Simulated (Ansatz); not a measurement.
## Generalised stacking fault on (111) (glide set) of a GaP-AlP solid solution (72 atoms): a reference run and its variants

The cell holds 72 atoms: 18 Al, 36 P and 18 Ga. Cell: a = 6.683 Å, b = 11.576 Å, c = 19.176 Å, α = 90.0°, β = 85.0°, γ = 90.0°. It derives from GaP and AlP. Zinc-blende GaP lattice (a = 5.4569 Å, the value set for the mixture), cell with z along [111], 1 x 3 x 2 periods; the third cell vector is tilted by 0.250 of 1/2[11-2] and lengthened by 0.2 Å, so the cell holds one fault (glide set); displaced by a Gaussian of 0.01 Å; 18 of 36 Ga sites given to Al at random (lattice constant by Vegard's rule between GaP and AlP).

Geometry: as built.

Reference run: Kohn-Sham DFT, PBE, PAW (set soft_2), plane waves (Ansatz 0.2.0), cutoff 420 eV, k-mesh 5×3×2, gaussian smearing of 0.025 eV.

* r.m.s. force component: 0.378 eV/Å
* pressure: 2.425 GPa
* gap (highest filled to lowest empty level): 0.6249 eV
* SCF cycles: 9
* time: 11 min on 4 threads of Arm Neoverse V1, shared host

**Question.** The cell is repeated and solved at Γ. How do error, time and memory go?
- plane waves, 72 atoms (1×1×1)
- support functions, 72 atoms (1×1×1)
- plane waves, 144 atoms (2×1×1)
- support functions, 144 atoms (2×1×1)

Differences are against the typed cell on a 5×3×2 mesh, which samples like Γ on 2160 atoms (r.m.s. force component 0.378 eV/Å, gap 0.625 eV). Every repeated cell is solved at Γ, and forces are averaged over the copies of each atom. Hardware: 4 threads of Arm Neoverse V1, shared host.

```
atoms  repeats              basis  Δ force, r.m.s. (meV/Å)  Δ energy (meV/atom)  less plane waves of the same size (meV/atom)  gap (eV)  spread among copies (meV/Å)  SCF cycles     time  host memory (GiB)
   72    1×1×1        plane waves                      115                 34.4                                             -                       -                            -           9     12 s                1.6
   72    1×1×1  support functions                      115                 33.6                                         -0.86                   0.587                            -          13  1.8 min                3.0
  144    2×1×1        plane waves                     19.2                 37.7                                             -                       -                            0           8     49 s                4.5
  144    2×1×1  support functions                     19.2                 36.9                                         -0.86                   0.623                            0          13  3.2 min                5.4
```

Repeating the cell at Γ samples more k-points: in plane waves the energy difference from the dense mesh goes from 34.4 meV/atom at 72 atoms to 37.7 at 144, and the force difference from 115 to 19 meV/Å. At equal size the support functions lie 0.86 meV/atom below plane waves, likely because their grid holds more waves than 420 eV; no run tests this. At the largest size the support functions' forces differ from the reference by 5.1 % of the r.m.s. force, which holds the difference of sampling between the two as well as that of the basis. In some support-function runs the search for missed states was left out or partial.

[Logs are printed without paths, hosts, clocks, repeated set-up lines and the standing remarks that a program may print on its own settings, such as how far it seeks lower states.]

[Hosts, paths, dates, database ids (printed as entryN), source tags and the programs' standing remarks are cut or masked in the printed files.]
